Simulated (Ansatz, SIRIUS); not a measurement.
This is a calculation of Cu for SIRIUS 7.10.0. This isn't the form of Cu at room conditions, which is fcc.

The input sirius.json:

```json
{
  "control": {
    "processing_unit": "cpu",
    "verbosity": 2,
    "num_bands_to_print": 28,
    "print_forces": true,
    "print_stress": true
  },
  "parameters": {
    "electronic_structure_method": "pseudopotential",
    "xc_functionals": ["XC_GGA_X_PBE_SOL", "XC_GGA_C_PBE_SOL"],
    "gk_cutoff": 9.6,
    "pw_cutoff": 19.2,
    "ngridk": [12, 12, 7],
    "shiftk": [0, 0, 0],
    "smearing": "fermi_dirac",
    "smearing_width": 0.0018374661,
    "num_bands": 28,
    "num_mag_dims": 0,
    "num_dft_iter": 100,
    "energy_tol": 1e-08,
    "density_tol": 1e-06
  },
  "iterative_solver": {
    "type": "davidson",
    "min_tolerance": 1e-09,
    "tolerance_scale": [0.1, 0.25]
  },
  "mixer": {
    "type": "anderson",
    "beta": 0.7,
    "max_history": 8
  },
  "settings": {
    "tol_ne": 1e-10,
    "pseudo_grid_cutoff": 6.5
  },
  "unit_cell": {
    "lattice_vectors": [
      [1.0, 0.0, 0.0],
      [-0.5, 0.866025403787, 0.0],
      [0.0, 0.0, 1.622894283794]
    ],
    "lattice_vectors_scale": 4.7887486792,
    "atom_coordinate_units": "lattice",
    "atom_types": ["Cu"],
    "atom_files": {
      "Cu": "Cu.json"
    },
    "atoms": {
      "Cu": [
        [0.6666666667, 0.3333333333, 0.75],
        [0.3333333333, 0.6666666667, 0.25]
      ]
    }
  }
}
```

Potentials or basis: PseudoDojo 0.4.1 PBEsol standard (scalar relativistic).

Launch:

```bash
$ upf_to_json Cu.upf
$ OMP_NUM_THREADS=1 sirius.scf --input=sirius.json --output=out.json --task=0
```

**Question.** What does the same run look like in Ansatz 0.2.0? Potentials or basis there: all-electron LAPW, scalar-relativistic.

**Answer.** As run (cutoffs and basis follow the program's own potentials, and thresholds, step limits or extra output files can differ):

input.yaml

```yaml
crystal:
  lattice:
    - [2.5340966698, 0.0, 0.0]
    - [-1.2670483349, 2.1945920917, 0.0]
    - [0.0, 0.0, 4.112571]
  atoms:
    - { symbol: Cu, position: [0.6666666667, 0.3333333333, 0.75] }
    - { symbol: Cu, position: [0.3333333333, 0.6666666667, 0.25] }
kpoints:
  mp_grid: { grid: [12, 12, 7] }
scf:
  occupations: { method: fermi_dirac, width: 0.05 }
hamiltonian:
  xc: pbesol
  pseudopotentials: { kind: all_electron, lapw: { basis_error: 0.001 } }
output:
  forces: true
  stress: true
  eigenvalues: true
  populations: true
```

Potentials or basis: all-electron LAPW, scalar-relativistic.

Command:

```console
$ ansatz run input.yaml --threads 1 --pin off --max-ram 3072MiB --backend cpu --events-out ev --progress --plain --runs-dir out
```

Both were run:

|  | SIRIUS | Ansatz |
| --- | --- | --- |
| Pressure | -1.7 GPa | -1.4 GPa |

Where Ansatz's input types no cutoff or centring, it takes its own default and a Γ-centred mesh.

Pressure is positive in compression.
